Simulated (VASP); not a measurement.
Crystal: Os.

```
Os
1.0
     0.00000    1.91115    1.91115
     1.91115    0.00000    1.91115
     1.91115    1.91115    0.00000
Os
1
Direct
  0.00000 0.00000 0.00000
```

This isn't the form of Os at room conditions, which is hcp.

Base run:

| Property | Result |
| --- | --- |
| Program | VASP 6.6.1 |
| Functional | r2SCAN |
| Potentials or basis | VASP PAW PBE potentials, release 64 (Os) |
| Cutoff | 520 eV |
| k mesh | 18 × 18 × 18 |
| Occupations | gaussian, width 0.1 eV |
| Spin | no spin polarisation |

Its results: band gap on the k mesh none (metal or under the smearing width); pressure 4.3 GPa.

The run is repeated on the same cell with these changes: functional from r2SCAN to PBEsol; cutoff from 520 eV to 900 eV. What comes out?

Band gap on the k mesh none (metal or under the smearing width); pressure 0.0 GPa.

Caveats: the PAW data sets were made with another functional, which shifts forces and pressure a little.
